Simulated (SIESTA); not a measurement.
The system is BeS.

```xyz
2
Lattice="0.0000 2.4250 2.4250 2.4250 0.0000 2.4250 2.4250 2.4250 0.0000" Properties=species:S:1:pos:R:3 pbc="T T T"
S     3.6375    3.6375    3.6375
Be    0.0000    0.0000    0.0000
```

Base run:

- Program: SIESTA 5.4.2
- Functional: LDA
- Potentials or basis: PseudoDojo 0.4 standard (LDA files)
- Basis: DZP (energy shift 0.003 Ry; two zetas on semicore shells)
- Grid cutoff: 800 Ry
- Energy shift: 0.003 Ry
- k mesh: 9 × 9 × 9
- Occupations: fermi-dirac, width 0.05 eV
- Spin: no spin polarisation

Its results: band gap on the k mesh 3.02 eV, indirect (least direct gap 5.37 eV); pressure -3.8 GPa.

Question: The run is repeated on the same cell with these changes: k mesh from 9 × 9 × 9 to 7 × 7 × 7. What comes out?

Answer: Band gap on the k mesh 3.08 eV, indirect (least direct gap 5.37 eV); pressure -3.8 GPa.

Caveats: short orbitals over semicore shells can move pressures by several GPa; the basis of atomic orbitals isn't converged, which shifts pressures, moduli and gaps; the mesh misses the band edges, which the band path finds closer together (some runs); an odd mesh through Γ misses points on the zone boundary, where band edges often lie (some runs).
